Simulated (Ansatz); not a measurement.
# As (P-1) in Ansatz: notebook

Runs on As. Level: HSE06 form with a typed share of exact exchange. Tasks: single point.

Everything below comes from runs of Ansatz 0.2.0. Logs are shortened: lines on timing, memory, paths and dates and some standing lists are left out, and cuts for length are marked.

## (1) The cell of the first run

The typed cell holds 2 atoms: a = 3.824 Å, b = 3.824 Å, c = 3.824 Å, α = 60.00°, β = 60.00°, γ = 60.00°.

This isn't the form of As at room conditions, which is rhombohedral.

## (2) Single point, HSE06 form with a typed share of exact exchange (all atoms moved at random, sigma 0.1 Å a component)

input.yaml

```yaml
crystal:
  lattice:
    - [-2.70368174, 0.0, -2.70368174]
    - [0.0, -2.70368174, -2.70368174]
    - [-2.70368174, -2.70368174, 0.0]
  atoms:
    - { symbol: As, position: [0.27635154, 0.22713992, 0.25689971] }
    - { symbol: As, position: [0.72364846, 0.77286008, 0.74310029] }
hamiltonian:
  xc: { exchange: pbe, correlation: pbe, exx: { coeff: 0.25, omega: 0.1 } }
  pseudopotentials: { kind: paw }
kpoints:
  mp_grid: { grid: [5, 5, 5] }
scf:
  occupations: { method: fermi_dirac, width: 0.05 }
output:
  forces: true
  stress: true
  eigenvalues: true
```

Potentials or basis: Ansatz PAW.

On the command line:

```
$ ansatz run input.yaml --threads 2 --pin off --max-ram 5632MiB --backend cpu --events-out ev --progress --plain --runs-dir out
```

The log of the run:

```text
Warning: output.stress: scf.convergence.dr2_threshold = 1e-7 eV (the SCF's general default) is looser than the 2e-10 eV advised for a printed stress (1e-10 eV for each atom of the cell: 2). What an SCF threshold leaves in a stress goes as its square root, and in the free energy as the threshold itself, and one threshold admits the most on a small cell: of the crystals measured, under no hybrid functional and no lock of the moments, on runs that ended without the residual-converged pass, on stresses that held no estimate of that error, the worst erred by over 100 MPa in a component at 1e-7 eV an atom and by under 5 at 1e-10. Set scf.convergence.dr2_threshold to 2e-10 eV or tighter. The threshold is an SCF's pass mark: one that does not reach it within its budget of iterations ends unconverged, or closes short of it on a stop that the run arms, and scf.convergence.dr2_threshold's page says what that costs each kind of run
Warning: output.stress: scf.exx.energy_threshold = 1e-6 eV is looser than the 2e-8 eV advised for a stress under a hybrid functional (1e-8 eV for each atom of the cell: 2). Every SCF of the exchange loop can meet its threshold on dr2 while the loop round them stops early: no threshold on dr2 bounds what that leaves in the stress. Set scf.exx.energy_threshold to 2e-8 eV or tighter. The threshold is the loop's pass mark: a loop that does not reach it within its budget of cycles ends unconverged, and scf.exx.energy_threshold's page has the law
Warning: RAYON_NUM_THREADS=2 ignored (pool sized by the plan → 2); use --threads N
exact exchange: scf.exx.singularity resolves to wigner_seitz, which cuts the screened interaction at the faces of the exchange supercell's Wigner-Seitz cell, so that each pair interacts once, at the shortest of its separations (the periodic images that this leaves out come, for a point-like exchange hole, to about 0.016 eV on a filled level). The cut falls within the interaction's reach, and what an exchange supercell this small leaves in the energy, the band gaps and, where it is computed, the pressure is not bounded here. The exchange supercell (the smallest cell that an SCF of this deck is solved on times the 5×5×5 mesh of the exchange sum) has its nearest image at L = 19.12 Å, 1.91 times the interaction's range 1/ω = 10.00 Å. A denser mesh of the exchange sum (kpoints.mp_grid; where a k-mesh is refused, the cell repeated along its short axes), shrinks what is left. The k-mesh (kpoints.mp_grid) can leave an error of its own, as it does under a semilocal functional: two runs of this structure under PBE, one on that k-mesh and one on a denser one or on the cell repeated (per cell), show about how large it is in the energy; in a metal the hybrid's can be larger than they show. Converge the k-mesh under the hybrid itself. See scf.exx.q_mesh
Engine: ansatz 0.2.0, aarch64-unknown-linux-gnu
Pseudopotentials: kind: paw
Pseudopotential: As, paw, valence charge 15, recommended cutoff 420 eV (normal), As.paw.azcp
Functional definition: unnamed
  parameter a_1 = 0.25
  parameter omega_1 = 0.1/angstrom
  exchange = pbe_x + (-a_1)*pbe_x_sr(omega_1) + a_1*exact_x_sr(omega_1)
  correlation = pbe_c
Crystal: 2 atoms, lattice volume = 39.527 Å³
Basis set: ecut = 420 eV, 749 PW (Γ), exchange–correlation on 54×54×54 points (8 copies of the dense FFT grid, shifted against one another)
Bands: 19, of which v1, the nominal top of the filled ones, is band 15 counted from 1 (14 counted from 0)
Symmetry: 2 space group operations
Space group: P-1 (ITA 2), of the structure as read, at distance tolerance 3.4e-5 Å
k-points: 63 of 125
Non-local potential: As, projectors of the file, l = 0: 2, l = 1: 2, l = 2: 3, l = 3: 1
PAW form: soft (Blöchl's): semilocal exchange-correlation on the pseudo side does not see the compensation charge
PAW frozen core: As, regenerated for the run's functional, and the local potential with it (the file was generated under x = pbe(κ = 0.804, μ = 0.2195149727645171), c = pbe(β = 0.06672455060314922))
PAW one-centre angular grid: As, 590 points (default); XC on 64 Gauss nodes
Initial density: superposition of atomic densities (neutral atoms: chi_scale 0, normalization atom), corrected by the library's trained network
Initial wavefunctions: pseudopotential atomic-orbital guess
Functional: x = pbe(κ = 0.804, μ = 0.2195149727645171), c = pbe(β = 0.06672455060314922), warm-up for x = pbe(κ = 0.804, μ = 0.2195149727645171) + 0.25 (exact − pbe) at short range (hse, ω = 0.1 Å⁻¹), c = pbe(β = 0.06672455060314922)
SCF iter   1: F=—  HF=-9712.137046 eV  |F-HF|=—  |Δ(HF+E_count)|=         —  Δρ=2.09e-3  dr2=1.99e-3  ethr=1.77e-3  ⟨swp⟩=6.8  Hψ=4633  notcnv=0
preconditioner: auto → none  [insulator: Δε(μ)=0.170 eV  Ē_g=10.507 eV  σ=0.050 eV  W_gap=0.69  n_scr=14 (ndim 8)  ℏωp=18.7 eV  f_vac=0.001  D(μ)=0.28/eV (n_scr^D=0)]
SCF iter   2: F=—  HF=-9712.136851 eV  |F-HF|=—  |Δ(HF+E_count)|=   1.95e-4  Δρ=9.22e-4  dr2=2.19e-4  ethr=6.64e-6  ⟨swp⟩=3.0  Hψ=2517  notcnv=0
iter 3 solved again at ethr=5.69e-8 eV; its pass at ethr=7.31e-7 eV (dr2=1.71e-5 eV) is discarded
SCF iter   3: F=—  HF=-9712.136962 eV  |F-HF|=—  |Δ(HF+E_count)|=   1.11e-4  Δρ=2.81e-4  dr2=1.69e-5  ethr=5.69e-8  ⟨swp⟩=3.0  Hψ=5188  notcnv=0
SCF iter   4: F=—  HF=-9712.136975 eV  |F-HF|=—  |Δ(HF+E_count)|=   1.34e-5  Δρ=4.09e-5  dr2=5.50e-7  ethr=5.65e-8  ⟨swp⟩=3.0  Hψ=3049  notcnv=0
SCF iter   5: F=—  HF=-9712.136975 eV  |F-HF|=—  |Δ(HF+E_count)|=   1.02e-7  Δρ=1.62e-5  dr2=5.09e-8  ethr=1.83e-9  ⟨swp⟩=3.4  Hψ=3135  notcnv=0
SCF iter   6: F=—  HF=-9712.136975 eV  |F-HF|=—  |Δ(HF+E_count)|=   7.88e-8  Δρ=2.36e-6  dr2=1.03e-9  ethr=1.70e-10  ⟨swp⟩=3.0  Hψ=2469  notcnv=0
SCF iter   7: F=-9712.136975 eV  HF=-9712.136975 eV  |F-HF|=1.82e-12  |Δ(HF+E_count)|=   2.30e-9  Δρ=4.26e-7  dr2=4.37e-11  ethr=3.44e-12  ⟨swp⟩=4.0  Hψ=3445  notcnv=0
SCF 1 converged in 7 iterations: F = -9712.136975 eV  dr2 = 4.37e-11
Initial density: handed on by an earlier stage of this run
Initial wavefunctions: those handed on with the density
[... 12 lines left out ...]
hybrid outer 1: dexx = +1.160e-2 eV, tail = 1.42e-4 eV
Exchange kernel: α = 0.2500, screened, ω = 0.1000 Å⁻¹, Wigner–Seitz truncation, v(0) = 3488.7003 eV·Å³, q-mesh 5×5×5, nearest image of the exchange supercell L = 19.12 Å, pair-density grid 15×15×15, without the augmentation charges, whose exchange is taken in its separable form by FFT convolution over the k-point mesh (sized by the pseudopotential files, 24×24×24 at the most), smooth part of the exact exchange by density-matrix convolution
Frozen-core exchange: fock
SCF iter   1: F=—  HF=-9714.251794 eV  |F-HF|=—  |Δ(HF+E_count)|=         —  Δρ=6.41e-5  dr2=7.12e-7  ethr=2.37e-6  ⟨swp⟩=2.7  Hψ=2442  notcnv=0
preconditioner: auto → none  [insulator: Δε(μ)=0.309 eV  Ē_g=12.155 eV  σ=0.050 eV  W_gap=0.91  n_scr=14 (ndim 8)  ℏωp=18.7 eV  f_vac=0.000  D(μ)=0.07/eV (n_scr^D=0)]
SCF iter   2: F=—  HF=-9714.251798 eV  |F-HF|=—  |Δ(HF+E_count)|=   3.77e-6  Δρ=4.70e-5  dr2=3.35e-7  ethr=1.80e-9  ⟨swp⟩=4.0  Hψ=4193  notcnv=0
SCF iter   3: F=—  HF=-9714.251798 eV  |F-HF|=—  |Δ(HF+E_count)|=   1.62e-7  Δρ=2.77e-5  dr2=1.11e-7  ethr=1.02e-9  ⟨swp⟩=2.3  Hψ=2186  notcnv=0  defer=11
SCF iter   4: F=—  HF=-9714.251798 eV  |F-HF|=—  |Δ(HF+E_count)|=   1.45e-9  Δρ=1.49e-6  dr2=1.59e-9  ethr=3.53e-10  ⟨swp⟩=3.1  Hψ=2440  notcnv=0
SCF iter   5: F=-9714.251798 eV  HF=-9714.251798 eV  |F-HF|=2.20e-10  |Δ(HF+E_count)|=   1.06e-9  Δρ=9.91e-7  dr2=2.97e-10  ethr=3.40e-12  ⟨swp⟩=4.0  Hψ=4001  notcnv=0
SCF 3 converged in 5 iterations: F = -9714.251798 eV  dr2 = 2.97e-10
  Residual-converged pass: ⟨swp⟩=2.1  Hψ=2148  notcnv=0  max |occ|·‖R‖ = 2.7e-7 eV (tolerance 2.7e-7 eV)  dr2=2.97e-10  dr2_onsite=1.56e-10  max |Δocc| = 4.2e-14
hybrid outer 2: dexx = +1.746e-6 eV, tail = 5.75e-8 eV, Δε = 4.28e-3 eV (about 1.94e-4 eV left of the loop's levels), ΔF = 7.44e-3 eV/Å (tail 1.51e-3)
Exchange kernel: α = 0.2500, screened, ω = 0.1000 Å⁻¹, Wigner–Seitz truncation, v(0) = 3488.7003 eV·Å³, q-mesh 5×5×5, nearest image of the exchange supercell L = 19.12 Å, pair-density grid 15×15×15, without the augmentation charges, whose exchange is taken in its separable form by FFT convolution over the k-point mesh (sized by the pseudopotential files, 24×24×24 at the most), smooth part of the exact exchange by density-matrix convolution
Frozen-core exchange: fock
SCF iter   1: F=—  HF=-9714.251798 eV  |F-HF|=—  |Δ(HF+E_count)|=         —  Δρ=1.28e-6  dr2=4.10e-10  ethr=9.59e-10  ⟨swp⟩=4.2  Hψ=2597  notcnv=0
SCF iter   2: F=-9714.251798 eV  HF=-9714.251798 eV  |F-HF|=2.36e-11  |Δ(HF+E_count)|=  6.44e-10  Δρ=7.19e-7  dr2=9.35e-11  ethr=1.21e-12  ⟨swp⟩=4.0  Hψ=4039  notcnv=0
SCF 4 converged in 2 iterations: F = -9714.251798 eV  dr2 = 9.35e-11
  Residual-converged pass: ⟨swp⟩=2.0  Hψ=2086  notcnv=0  max |occ|·‖R‖ = 2.5e-7 eV (tolerance 2.7e-7 eV)  dr2=9.36e-11  dr2_onsite=7.95e-11  max |Δocc| = 1.1e-13
hybrid outer 3: dexx = +4.402e-10 eV, tail = 3.56e-10 eV, Δε = 6.58e-5 eV (about 1.32e-5 eV left of the loop's levels), ΔF = 1.07e-4 eV/Å (tail 6.78e-5)
hybrid SCF converged: 3 outer / 12 inner (+7 warm-up), last move |dexx| = 4.40e-10 eV, tail = 3.56e-10 eV
Stability not checked: this state was not tested for a lower state beside it, because the functional holds exact exchange (a hybrid, or Hartree-Fock), whose exchange loop this test does not read (fock_operator; see scf.lower_state_search)
Free energy (F): -9714.251798 eV
Frozen-core exchange: fock
Harris-Foulkes:  -9714.251798 eV  (|F-HF|=2.36e-11)
Internal energy: -9714.251020 eV  (E = F + TS)
E sigma→0 (E₀):  -9714.251409 eV
Entropy (-TS):   -0.000778 eV (-0.389 meV/atom)
Fermi energy:    11.670057 eV
--- Per-component energies (eV) ---
  E_band       = -523.787102
  E_kinetic    = 203.558778
  E_local      = -3107.459407  (includes V_loc(G=0)·N_el)
  E_nonlocal   = -1342.540063
  E_hartree    = 1754.086338
  E_xc         = -125.385330
  E_vxc        = -125.315121  (∫ρ·V_xc dr)
  E_exx        = -128.331565  (= α·E_x^exact, valence–valence)
  E_paw        = -3573.537515  (= ΣΔE_a)
  E_vpaw       = 596.459376  (= ΣTr[D̂ρ^β])
  E_aug_tail   = 0.000016  (compensation charges beyond the density's cutoff)
  E_ewald      = -3393.122014
  E_core_change = -1.520258  (= ΣΔE_core)
  E_smearing   = -0.000778  (= −TS)
  E_closure    = 0.000000  (closes the sum)
  Σ components = -9714.251798   (vs F -9714.251798, Δ=0.00e0)
--- Forces (eV/Å), atoms counted from 1 ---
  atom   1  As    -0.78695844     0.68430001    -0.10515436
  atom   2  As     0.78695844    -0.68430001     0.10515436
  max |Σ_I F_I| component: 0.00e0 eV/Å
--- Stress (GPa, compression-positive) ---
        0.632224      -1.988503       0.258604
       -1.988503      -0.279765      -0.105276
        0.258604      -0.105276       1.786514
  P = ⅓ Tr σ = 0.7130 GPa (7.130 kbar)
--- Band table (eV; the first three rows and the last of 63) ---
  k-point 0: bands = ["-28.4853", "-28.4710", "-28.4261", "-28.4254", "-28.4098", "-28.3633", "-28.3593", "-28.3520", "-28.3249", "-28.3192", "-5.4219", "6.2248", "9.0326", "9.3040", "9.3594", "15.9258", "16.0114", "16.7077", "18.2295"]
  k-point 1: bands = ["-28.4726", "-28.4586", "-28.4202", "-28.4181", "-28.4045", "-28.3682", "-28.3658", "-28.3576", "-28.3378", "-28.3317", "-4.8111", "3.5377", "9.2431", "9.3679", "10.5641", "14.2891", "14.5882", "15.0348", "18.4760"]
  k-point 2: bands = ["-28.4430", "-28.4294", "-28.4056", "-28.3993", "-28.3963", "-28.3823", "-28.3771", "-28.3735", "-28.3676", "-28.3587", "-3.0079", "-0.0832", "9.5404", "9.7646", "11.3364", "12.1020", "12.6440", "13.0950", "21.4150"]
  k-point 62: bands = ["-28.4493", "-28.4269", "-28.4069", "-28.4058", "-28.3952", "-28.3775", "-28.3740", "-28.3719", "-28.3703", "-28.3538", "-2.0132", "-0.4879", "6.0297", "8.5874", "9.4425", "13.6438", "14.6185", "17.3448", "20.5813"]
```

It took 40 s on 2 threads of Arm Neoverse V1, shared host; peak memory 1.1 GiB.

What came out:

```yaml
Free_energy: -9714.2518 eV
Pressure: 0.7 GPa
Largest_force: 1.048 eV/Å
Band_gap_on_the_k_mesh: 0.31 eV, indirect (least direct gap 0.55 eV)
```

Forces in eV/Å, atoms in the order of the input:
```
As  -0.787  0.684 -0.105
As   0.787 -0.684  0.105
```

Stress tensor (GPa, compression positive):
```
 0.63 -1.99  0.26
-1.99 -0.28 -0.11
 0.26 -0.11  1.79
```

Levels at points of the mesh, in eV from the valence-band top:
| k point | band 12 | band 13 | band 14 | band 15 | band 16 | band 17 | band 18 | band 19 |
| --- | --- | --- | --- | --- | --- | --- | --- | --- |
| (0.00, 0.00, 0.00) | -5.29 | -2.48 | -2.21 | -2.15 | 4.41 | 4.50 | 5.19 | 6.72 |

Caveat: odd divisions of the mesh miss points on the zone boundary, where band edges often lie, so the gap on the mesh can be too wide; the PAW data sets come from PBE, with cores solved anew for the run's functional, which leaves a small shift of forces and pressure; forces of over 1 eV/Å show positions far from the minimum, so gaps and moduli don't describe the material at rest; the thresholds are loose for stress. A k mesh can miss the band edges.

## (3) Single point, HSE06 form with a typed share of exact exchange (all atoms moved at random, sigma 0.1 Å a component)

Edit input.yaml of step 2 so:

```diff
@@ -9,3 +9,6 @@
 hamiltonian:
-  xc: { exchange: pbe, correlation: pbe, exx: { coeff: 0.25, omega: 0.1 } }
+  xc:
+    exchange: pbe
+    correlation: pbe
+    exx: { coeff: 0.25, omega: 0.15 }
   pseudopotentials: { kind: paw }
```

Potentials or basis: Ansatz PAW.

On the command line:

```
$ ansatz run input.yaml --threads 2 --pin off --max-ram 5632MiB --backend cpu --events-out ev --progress --plain --runs-dir out
```

It took 40 s on 2 threads of Arm Neoverse V1, shared host; peak memory 1.1 GiB.

It converged, with:

```
Free energy            : -9714.2606 eV
Pressure               : 0.9 GPa
Largest force          : 1.017 eV/Å
Band gap on the k mesh : 0.23 eV, indirect (least direct gap 0.46 eV)
```

Forces in eV/Å, atoms in the order of the input:
```
As  -0.767  0.660 -0.106
As   0.767 -0.660  0.106
```

Stress tensor (GPa, compression positive):
```
 0.78 -1.94  0.26
-1.94 -0.12 -0.09
 0.26 -0.09  1.95
```

Levels at points of the mesh, in eV from the valence-band top:
```
           k point  band 11  band 12  band 13  band 14  band 15  band 16  band 17  band 18  band 19
(0.00, 0.00, 0.00)   -16.87    -5.24    -2.43    -2.16    -2.11     4.29     4.38     5.07     6.60
```

Caveat: odd divisions of the mesh miss points on the zone boundary, where band edges often lie, so the gap on the mesh can be too wide; the PAW data sets come from PBE, with cores solved anew for the run's functional, which leaves a small shift of forces and pressure; forces of over 1 eV/Å show positions far from the minimum, so gaps and moduli don't describe the material at rest; the thresholds are loose for stress. A k mesh can miss the band edges.
